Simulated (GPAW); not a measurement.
The system is CuI (Marshite).

```
I Cu
1.0
     0.00000    3.03150    3.03150
     3.03150    0.00000    3.03150
     3.03150    3.03150    0.00000
I Cu
1 1
Direct
  0.00000 0.00000 0.00000
  0.75000 0.75000 0.75000
```

- Program: GPAW 26.7.0
- Task: relaxation of cell and atoms
- Functional: RPBE
- Potentials or basis: the program's PAW data sets (release 1.2.1) made for this functional
- Cutoff: 600 eV
- Basis: pw
- k mesh: 8 × 8 × 8
- Occupations: fermi-dirac, width 0.05 eV
- Spin: no spin polarisation

At the start: pressure 3.0 GPa; volume 27.86 Å³/atom.

Question: Where does the relaxation end?

Answer: Over 3 steps the energy falls by 20.4 meV/atom and the volume is 29.93 Å³/atom (+7.4 %); space group F-43m (No. 216, to 0.05 Å).

The path:
| step | energy change (eV) | largest force (eV/Å) | pressure (GPa) | volume (Å³) |
| --- | --- | --- | --- | --- |
| 1 | 0.0000 | 0.0000 | 3.01 | 55.72 |
| 2 | -0.0110 | 0.0000 | 2.51 | 56.35 |
| 3 | -0.0409 | 0.0000 | 0.25 | 59.85 |

Final structure:
```
I Cu
1.0
     0.00000    3.10466    3.10466
     3.10466    0.00000    3.10466
     3.10466    3.10466    0.00000
I Cu
1 1
Direct
  0.00000 0.00000 0.00000
  0.75000 0.75000 0.75000
```

Caveat: with this Cu data set, volumes or pressures lay over 1.5 % or 2 GPa off other programs in two to four cells of ten; later steps reuse the first step's grids.
